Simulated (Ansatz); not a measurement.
All numbers below come from DFT PBE, scalar-relativistic, plane waves, PAW in Ansatz. All cells share a 420 eV cutoff and Γ-centred k meshes spaced at most about 0.3 Å⁻¹ (about 0.25 or finer for metals, 2π included). Spin is collinear in cells that carry moments; the others ran without spin or lost their moments.

All energies are static (0 K, no zero-point motion).

Two relaxed structures of CuNi4:

A. (no moments) Space group I4/m (No. 87), tetragonal, a = 5.593 Å, c = 3.526 Å. Cu is surrounded by 12 Ni at 2.49–2.50 Å; Ni has 9 Ni at 2.48–2.52 Å and 3 Cu at 2.49–2.50 Å.

B. (parallel moments up to 0.6 μB) Space group P6_3/mmc (No. 194), hexagonal, a = 2.492 Å, c = 20.628 Å. Cu is surrounded by 6 Cu at 2.49 Å and 6 Ni at 2.55 Å; Ni on its first site has 9 Ni at 2.49 Å and 3 Cu at 2.55 Å; Ni on its second site is surrounded by 12 Ni at 2.49 Å.

**Question.** Which form is favoured at zero pressure, and by what margin per atom?

**Answer.** B is lower, by 24 meV/atom. A has Cu and Ni ordered on fcc sites, space group I4/m (No. 87), 11.0 Å³/atom and no gap on its mesh; B has Cu and Ni ordered on hcp sites, space group P6_3/mmc (No. 194), 11.1 Å³/atom and no gap. Their magnetic states differ too, which can make part of the margin. Even the lower one lies +0.03 eV/atom against the reference forms of the elements (uncorrected), so neither is stable at this level. Both come from invented guesses. Shaken at random and relaxed again, A came back. Checks on A: no imaginary mode at Γ (other wave vectors untested).

The k mesh leaves some 4 meV/atom of noise in the energy of each metallic cell. The magnetic state reached may not be the lowest. Cells without such a test can be saddle points. Some structure types and database cells were kept out of the candidates from the start, so a known form may be missing.
